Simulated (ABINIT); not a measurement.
Runs of ABINIT 10.8.3 (patched build) on Hf. The structure is hexagonal, space group P6_3/mmc (No. 194). Conventional cell: a = 3.197 Å, b = 3.197 Å, c = 5.058 Å, α = 90.00°, β = 90.00°, γ = 120.00°. Hf (site symmetry -6m2) has 12 Hf at 3.13 to 3.20 Å as nearest neighbours. 

```tsv
task	level	potentials or basis	k mesh	cutoff (eV)	fine-grid cutoff	mesh quality	gap on the mesh (eV)	pressure (GPa)
single point	PBE	JTH PAW PBE v2.0	6 × 6 × 3	517	1034.03 eV	coarse	none	1.3
single point	LDA	JTH PAW LDA v2.0	6 × 6 × 3	463	925.187 eV	coarse	none	-7.2
band structure	RPBE	JTH PAW PBE v2.0	10 × 10 × 5	517	1034.03 eV	not flagged	none	(a)
single point	PBE	JTH PAW PBE v2.0	8 × 8 × 4	517	1034.03 eV	not flagged	none	0.4
```

Alike in all rows: no spin polarisation; cell as given; smearing fermi-dirac 0.05 eV.

Fill in the values left out.

(a) 3.3.

Caveats: some runs use coarse meshes; the PAW data sets were made with another functional, which shifts forces and pressure a little (some runs); spin-orbit coupling is left out, which moves the levels of the heavy elements (some runs).

A k mesh can miss the band edges, and the runs leave out spin-orbit coupling on Hf.

A gap of «none» marks a metal or a gap under the smearing width.
